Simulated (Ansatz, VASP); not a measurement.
# Si53PtC54 (Pt_Si) in two plane-wave programs, part 2 of 2

Wanted: the spread between two codes on one cell, functional and k mesh. Of the first pair: The structure shown is the start of the Ansatz relaxation below; VASP solves that cell, so the two are compared at the walk's first step.

VASP 6.6.1 and Ansatz 0.2.0.

So far. Step 3 (VASP: single point, r2SCAN, start cell, pair 1): The run ends at a pressure of 2.35 GPa, with forces up to 6.3 eV/Å.

## (6) VASP: single point, r2SCAN, relaxed cell, pair 2

Level of this step: r2SCAN, spin-polarised from a ferromagnetic start; plane waves and PAW (Si, C, Pt) (VASP).

The same cell, functional and mesh now go to VASP, with its own data sets.

INCAR reads:

```
SYSTEM = Si53PtC54
PREC = Accurate
ENCUT = 580
EDIFF = 1E-06
NELM = 200
ISMEAR = 0
SIGMA = 0.01
LREAL = Auto
ALGO = Normal
METAGGA = R2SCAN
LASPH = .TRUE.
NBANDS = 294
ISPIN = 2
MAGMOM = 0 0 -0 0 0.01 -0 0 0 0 0 -0 0 0 0 -0 0 0 0 0 0 -0 0 -0 0 -0 0 0 0 0.01 -0 0 -0 0 0 0 0 0 0 0 0 0 0 -0 0 0 0 0 0 -0 0 0 -0 0 -0 0 0 0 0.02 -0 0 0 0 0 0 0 0 -0 0.02 0 0.01 0 0 -0 0.02 0 0.01 0 -0 0 0 0.01 0.1 0 0 0 0.02 0.01 0.07 0 0 0 0 0 0 0 0 -0 0 0 0 0 0 0.15 0 0.02 0.1 0 0.38
LMAXMIX = 4
LORBIT = 11
LWAVE = .FALSE.
LCHARG = .FALSE.
ISIF = 2
ISYM = 0
NUPDOWN = 2
GGA_COMPAT = .FALSE.
LMIXTAU = .TRUE.
```

POSCAR reads:

```
Si53PtC54
1.0
    9.2359949358      0.0000000000      0.0000000000
   -4.6179974679      7.9986062436      0.0000000000
    0.0000000000      0.0000000000     15.1078644000
Si C Pt
53 54 1
Direct
    0.1115542733      0.2217427063      0.8329799824
    0.2222075366      0.1111327967      0.3322692838
[... 2 atom lines left out ...]
    0.0028312422      0.0036298443      0.4991901745
[... 2 atom lines left out ...]
    0.2222006890      0.4444129569      0.3327539666
    0.2217198370      0.4443790938      0.6665498805
[... 1 atom line left out ...]
    0.9989555822      0.3343469911      0.4995544120
[... 5 atom lines left out ...]
    0.0008613115      0.6678418308      0.4988238847
[... 8 atom lines left out ...]
    0.5539686699      0.4419389874      0.3307050139
    0.5538717291      0.4437334816      0.6681003077
[... 1 atom line left out ...]
    0.3296805947      0.3305167739      0.4992149170
[... 2 atom lines left out ...]
    0.5554505138      0.7779190757      0.3315465216
    0.5548840441      0.7783639630      0.6700189546
[... 1 atom line left out ...]
    0.3303804784      0.6650623739      0.4995322565
[... 2 atom lines left out ...]
    0.8889106860      0.1111191063      0.3327503454
    0.8889115557      0.1115456530      0.6665408366
[... 1 atom line left out ...]
    0.6682150659      0.0028593525      0.4995331073
[... 2 atom lines left out ...]
    0.8885695140      0.4447536577      0.3325747897
    0.8882635316      0.4450012631      0.6663397387
[... 1 atom line left out ...]
    0.6655005386      0.3324633126      0.4988299186
[... 2 atom lines left out ...]
    0.8914478858      0.7793280839      0.3307146347
    0.8896455421      0.7794509988      0.6680572558
[... 3 atom lines left out ...]
    0.0002629195      0.0007654683      0.3739510131
[... 2 atom lines left out ...]
    0.2219220206      0.1114423915      0.5415324208
[... 5 atom lines left out ...]
    0.2208705775      0.4438218405      0.5415657686
[... 2 atom lines left out ...]
    0.0003661661      0.6675076534      0.3739621772
    0.1124143885      0.8895323515      0.7093584113
[... 1 atom line left out ...]
    0.2225082425      0.7789540120      0.5420872327
[... 3 atom lines left out ...]
    0.4437057010      0.2208232560      0.7093601371
[... 1 atom line left out ...]
    0.5543813539      0.1108084709      0.5420677795
[... 2 atom lines left out ...]
    0.3325578661      0.3330749128      0.3739856712
    0.4434034672      0.5550590027      0.7090844615
    0.5546436031      0.4424446064      0.2061790656
    0.5416139546      0.4260263102      0.5450803405
[... 2 atom lines left out ...]
    0.3336716622      0.6670445829      0.3745448342
    0.4436578392      0.8896405971      0.7099436462
    0.5553808601      0.7780033969      0.2068693980
    0.5472947266      0.7858830077      0.5476140963
[... 2 atom lines left out ...]
    0.6663058822      0.9996991930      0.3745504204
[... 2 atom lines left out ...]
    0.8895056742      0.1124445475      0.5415596926
[... 2 atom lines left out ...]
    0.6658202687      0.3330526494      0.3739565793
    0.7774851088      0.5558064428      0.7081179898
[... 1 atom line left out ...]
    0.8877705477      0.4455897719      0.5412499771
[... 2 atom lines left out ...]
    0.6680659762      0.6652975394      0.3630873799
    0.7782674579      0.8898697640      0.7090649920
    0.8909146158      0.7786240125      0.2061627019
    0.9073271484      0.7917294403      0.5450371739
[... 1 atom line left out ...]
    0.6659979204      0.6673822077      0.5010379056
```

KPOINTS reads:

```
Points of the shifted mesh
1
Reciprocal
 0.2500000000  0.2500000000  0.2500000000 1
```

Potentials, in the order of the species: Si, C and Pt (PBE family, release 64).

The run is started by

```
> export OMP_NUM_THREADS=4
> mpirun -np 1 vasp_std
```

Numbers of over 12 decimals in the logs are rounded to 6 here.

What it wrote:

```text
[banner, memory and clock lines left out]
running    1 mpi-ranks, on    1 nodes
[...]
Offloading initialized ...    1 GPUs detected
[...]
[... a notice as in an earlier step ...]

 LDA part: xc-table for (None), standard interpolation
 POSCAR, INCAR and KPOINTS ok, starting setup
[...]
entering main loop
       N       E                     dE             d eps       ncg     rms          rms(c)
DAV:   1     0.124810675044E+04    0.12481E+04   -0.22145E+05  1176   0.152E+03
DAV:   2    -0.107947711046E+04   -0.23276E+04   -0.21993E+04  1436   0.261E+02
DAV:   3    -0.124739318439E+04   -0.16792E+03   -0.16608E+03  1432   0.651E+01
DAV:   4    -0.125126640404E+04   -0.38732E+01   -0.38561E+01  1424   0.107E+01
[...]
DAV:  17    -0.108516985214E+04   -0.34851E-05   -0.40929E-06  1184   0.385E-03    0.899E-03
DAV:  18    -0.108516985425E+04   -0.21090E-05   -0.87268E-07   728   0.220E-03    0.471E-03
DAV:  19    -0.108516985522E+04   -0.96509E-06   -0.66424E-07   776   0.152E-03
   1 F= -.10851699E+04 E0= -.10851699E+04  d E =-.107893E-17  mag=     1.9982
```

OUTCAR, selected parts (step 6):

```text
  FREE ENERGIE OF THE ION-ELECTRON SYSTEM (eV)
  ---------------------------------------------------
  free  energy   TOTEN  =     -1085.1698552164 eV

  energy  without entropy=    -1085.1698552164  energy(sigma->0) =    -1085.16985522

 magnetization (x)
# of ion       s       p       d       tot
------------------------------------------
    1        0.000   0.000   0.000   0.000
    2        0.000   0.000   0.000   0.000
    3       -0.000  -0.001   0.000  -0.001
    4       -0.000   0.000   0.000   0.000
    5        0.002   0.004   0.000   0.006
    6       -0.000  -0.000   0.000  -0.000
    7       -0.000  -0.000   0.000  -0.000
    8        0.000  -0.000   0.000   0.000
    9       -0.000   0.000   0.000   0.000
   10       -0.000   0.000   0.000   0.000
   11       -0.000  -0.001   0.000  -0.001
   12        0.000   0.000   0.000   0.000
   13        0.001   0.002   0.000   0.003
[...]
--------------------------------------------------
tot          0.085   0.718   0.440   1.243
```

The run ends at a pressure of 0.91 GPa, with forces up to 0.070 eV/Å.

## (7) Side by side

What differs besides the data sets and the points named for the pairs above, as far as they apply: the data sets hold 446 valence electrons in Ansatz (on its PAW soft_1 files) and 438 in VASP; site moments are counted in spheres of each program's own size. Total energies have different zeros and are not compared.

Both answers:

```tsv
quantity	Ansatz	VASP	difference
total moment, fixed by the input (μB)	2.00	2.00	0.00
moment on Pt108 (μB)	0.38	0.65	-0.27
moment on C103 (μB)	0.15	0.14	+0.01
moment on C106 (μB)	0.10	0.10	+0.01
moment on C82 (μB)	0.10	0.10	+0.01
moment on C88 (μB)	0.07	0.06	+0.01
```

At this near-relaxed geometry the largest component of a force difference is 55 meV/Å.

## (8) Results

| Quantity | Value |
| --- | --- |
| r.m.s. force difference (single point, r2SCAN, start cell, pair 1) | 1.4 % of the r.m.s. force |
| difference in moment on Pt108 (single point, r2SCAN, relaxed cell, pair 2) | -0.27 μB |
| r.m.s. force difference (single point, r2SCAN, relaxed cell, pair 2) | 6.3 meV/Å |

**Reading.** The r.m.s. force difference is 6.3 meV/Å (single point, r2SCAN, relaxed cell, pair 2), within the 12 meV/Å picked in this series as the mark of a large difference. The data sets hold unlike numbers of valence electrons (446 in Ansatz and 438 in VASP), so part of the differences comes from the potentials. How closely two codes agree says nothing of how well the functional describes the real material.

[Lines on the potential files, build, host, timing and source positions are cut from VASP's logs without a mark.]

[Logs are printed without paths, hosts, clocks, repeated set-up lines and the standing remarks that a program may print on its own settings, such as how far it seeks lower states.]

[Hosts, paths, dates, database ids (printed as entryN), source tags and the programs' standing remarks are cut or masked in the printed files.]
